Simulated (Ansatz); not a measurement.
# Si: the cost of one run

Program: Ansatz 0.2.0. Level of theory: DFT PBE, scalar-relativistic, plane waves, PAW. These are calculated values, not measurements.

2 further runs of the same task are left out: 2 set aside as unsound or not needed.

## 1. Starting point

The structure is cubic, space group Fd-3m (No. 227). Conventional cell: a = 5.470 Å, b = 5.470 Å, c = 5.470 Å, α = 90.00°, β = 90.00°, γ = 90.00°. Around Si (site symmetry -43m) lie 4 Si at 2.37 Å.

Coordinates:

```cif
data_structure
_symmetry_space_group_name_H-M 'P 1'
_symmetry_Int_Tables_number 1
_cell_length_a 3.8679
_cell_length_b 3.8679
_cell_length_c 3.8679
_cell_angle_alpha 60.000
_cell_angle_beta 60.000
_cell_angle_gamma 60.000
_cell_volume 40.92
loop_
_atom_site_label
_atom_site_type_symbol
_atom_site_fract_x
_atom_site_fract_y
_atom_site_fract_z
_atom_site_occupancy
Si1 Si 0.75000 0.75000 0.75000 1
Si2 Si 0.50000 0.50000 0.50000 1
```

It goes back to an entry of the Materials Project.

This cell was relaxed beforehand with the same method: volume 20.46 Å³/atom, gap on the mesh 0.65 eV.

## 2. Band edges and mean potential of the bulk

input.yaml reads:

```yaml
crystal:
  lattice:
    - [0.0, 2.7350468774, 2.7350468774]
    - [2.7350468774, 0.0, 2.7350468774]
    - [2.7350468774, 2.7350468774, 0.0]
  atoms:
    - { symbol: Si, position: [0.75, 0.75, 0.75] }
    - { symbol: Si, position: [0.5, 0.5, 0.5] }
basis:
  ecutwfc: 420
kpoints:
  mp_grid: { grid: [8, 8, 8] }
  band_path: { path: [VBM, CBM], npoints: 2 }
hamiltonian:
  xc: pbe
scf:
  occupations: { method: gaussian, width: 0.02 }
output:
  forces: true
  stress: true
  eigenvalues: true
```

Command:

```sh
ansatz run input.yaml --threads 8 --pin off --max-ram 20480MiB --backend cpu --events-out ev --progress --plain --runs-dir out
```

**Question.** How long does this run take on 8 threads of Intel Xeon at 2.70GHz, shared host, and how much memory does it need?

About 1.7 s, with a peak of 0.32 GiB.
